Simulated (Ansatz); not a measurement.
**TaN: equation of state**

An exercise on one series of results from a longer session: the logs are not shown, and one member is left open.

Computed with Ansatz 0.2.0 (DFT PBE, scalar-relativistic, unless a step's input says otherwise).

## The structure to begin with

Symmetry: P6_3/mmc, No. 194, hexagonal system. Conventional cell: a = 3.048 Å, b = 3.048 Å, c = 4.918 Å, α = 90.00°, β = 90.00°, γ = 120.00°. Ta (site symmetry -3m) is surrounded by 6 N at 2.15 Å and 2 Ta at 2.46 Å. N (site symmetry -6m2) is surrounded by 6 Ta at 2.15 Å.

As a file:

```
CELL_PARAMETERS angstrom
3.04800 0.00000 0.00000
-1.52400 2.63965 0.00000
0.00000 0.00000 4.91800
ATOMIC_POSITIONS crystal
Ta 0.00000 0.00000 0.00000
Ta 0.00000 0.00000 0.50000
N 0.33333 0.66667 0.25000
N 0.66667 0.33333 0.75000
```

Atoms are numbered in the order of the input: Ta1, Ta2, N3, N4.

Set-up of the first run:

input.yaml

```yaml
crystal:
  lattice:
    - [3.0068077129, 0.0, 0.0]
    - [-1.5034038564, 2.6039718636, 0.0]
    - [0.0, 0.0, 4.8515323926]
  atoms:
    - { symbol: Ta, position: [0.0, 0.0, 0.0] }
    - { symbol: Ta, position: [0.0, 0.0, 0.5] }
    - { symbol: "N", position: [0.3333333333, 0.6666666667, 0.25] }
    - { symbol: "N", position: [0.6666666667, 0.3333333333, 0.75] }
kpoints:
  mp_grid: { grid: [9, 9, 5] }
  band_path:
    path:
      - [0.0, 0.0, 0.0]
      - [0.5, 0.0, 0.0]
      - [0.3333333333, 0.3333333333, 0.0]
      - [0.0, 0.0, 0.0]
      - [0.0, 0.0, 0.5]
      - [0.5, 0.0, 0.5]
      - [0.3333333333, 0.3333333333, 0.5]
      - [0.0, 0.0, 0.5]
      - [0.5, 0.0, 0.5]
    npoints: 5
scf:
  occupations: { method: fermi_dirac, width: 0.01 }
hamiltonian:
  xc: pbe
  pseudopotentials: { kind: all_electron, lapw: { basis_error: 0.0005 } }
output:
  forces: true
  stress: true
  eigenvalues: true
```

Started as:

```console
> ansatz run input.yaml --threads 1 --pin off --max-ram 4096MiB --backend cpu --events-out ev --progress --plain --runs-dir out
```

Steps of the session up to this table: Volume × 0.96, LAPW; Volume × 0.96, PAW; Volume × 0.96, crystal datasets; Volume × 0.99, LAPW; Volume × 0.99, PAW; Volume × 0.99, crystal datasets; Volume × 1.02, LAPW; Volume × 1.02, PAW; Volume × 1.02, crystal datasets; Volume × 1.06, LAPW; Volume × 1.06, PAW; Volume × 1.06, crystal datasets.

One table of the session follows, with a row left open; its other results are not shown here.

| method | volume (Å³/atom) | pressure (GPa) |
| --- | --- | --- |
| LAPW | 9.496 | 82.50 |
| LAPW | 9.793 | 64.59 |
| LAPW | 10.090 | 49.04 |
| LAPW | 10.486 | 31.43 |
| PAW | 9.496 | 83.27 |
| PAW | 9.793 | 65.13 |
| PAW | 10.090 | 49.39 |
| PAW | 10.486 | ? |
| crystal datasets | 9.496 | 82.50 |
| crystal datasets | 9.793 | 64.59 |
| crystal datasets | 10.090 | 49.04 |
| crystal datasets | 10.486 | 31.43 |

Estimate the missing values for PAW, 10.486.

The run gave: pressure (GPa): 31.61. In the column «pressure (GPa)» it lies between crystal datasets, 10.486 (31.43) and LAPW, 10.090 (49.04).

To keep in mind: Warnings in the runs' records: gradients without spin orbit, crystal datasets made.
